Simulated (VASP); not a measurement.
## TiB2: density of states with PBE

TiB2:

```
Ti B
1.0
     3.03301    0.00000    0.00000
    -1.51651    2.62666    0.00000
     0.00000    0.00000    3.22597
Ti B
1 2
Direct
  0.00000 0.00000 0.00000
  0.33333 0.66667 0.50000
  0.66667 0.33333 0.50000
```

* Program: VASP 6.6.1
* Task: density of states
* Functional: PBE
* Potentials or basis: VASP PAW PBE potentials, release 64 (Ti, B)
* Cutoff: 520 eV
* k mesh: 15 × 15 × 14
* Occupations: gaussian, width 0.1 eV
* Spin: no spin polarisation
* k mesh for the DOS: 23 × 23 × 21
* Occupations for the DOS: tetrahedron
* Further INCAR settings: ALGO = Normal; EDIFF = 1e-07

- Valence electrons inside the program's atomic spheres: Ti 4.09; B 2.00

Levels at points of the mesh, in eV from the Fermi level:
```tsv
k point	band 2	band 3	band 4	band 5	band 6	band 7	band 8	band 9
(0.00, 0.00, 0.00)	-2.66	-2.66	-2.31	-2.16	1.75	1.75	3.55	3.55
```

States per cell in windows of 1 eV (zero at the Fermi level; states under -8 eV left out):
| from (eV) | total | Ti1_d | B2_p | B3_p | Ti1_p | Ti1_s | B2_s |
| --- | --- | --- | --- | --- | --- | --- | --- |
| -8.0 | 0.58 | 0.08 | 0.08 | 0.08 | 0.04 | 0.03 | 0.07 |
| -7.0 | 0.63 | 0.10 | 0.10 | 0.10 | 0.04 | 0.06 | 0.05 |
| -6.0 | 0.89 | 0.15 | 0.17 | 0.17 | 0.08 | 0.07 | 0.03 |
| -5.0 | 1.21 | 0.26 | 0.25 | 0.25 | 0.11 | 0.06 | 0.02 |
| -4.0 | 1.85 | 0.55 | 0.33 | 0.33 | 0.24 | 0.03 | 0.01 |
| -3.0 | 1.19 | 0.56 | 0.17 | 0.17 | 0.09 | 0.00 | 0.00 |
| -2.0 | 0.92 | 0.61 | 0.07 | 0.07 | 0.02 | 0.00 | 0.00 |
| -1.0 | 0.40 | 0.30 | 0.02 | 0.02 | 0.00 | 0.00 | 0.00 |
| 0.0 | 0.79 | 0.63 | 0.04 | 0.04 | 0.01 | 0.00 | 0.00 |
| 1.0 | 1.75 | 1.38 | 0.08 | 0.08 | 0.03 | 0.01 | 0.01 |
| 2.0 | 2.82 | 2.34 | 0.11 | 0.11 | 0.04 | 0.01 | 0.02 |
| 3.0 | 1.52 | 1.07 | 0.10 | 0.10 | 0.05 | 0.01 | 0.03 |
| 4.0 | 0.97 | 0.63 | 0.07 | 0.07 | 0.04 | 0.04 | 0.03 |
| 5.0 | 0.17 | 0.08 | 0.02 | 0.02 | 0.02 | 0.00 | 0.00 |
| 6.0 | 0.04 | 0.02 | 0.01 | 0.01 | 0.00 | 0.00 | 0.00 |

Wall time 49 s on 1 thread of Intel(R) Xeon(R) Platinum 8488C (Sapphire Rapids) (shared host), peak memory 0.29 GiB.
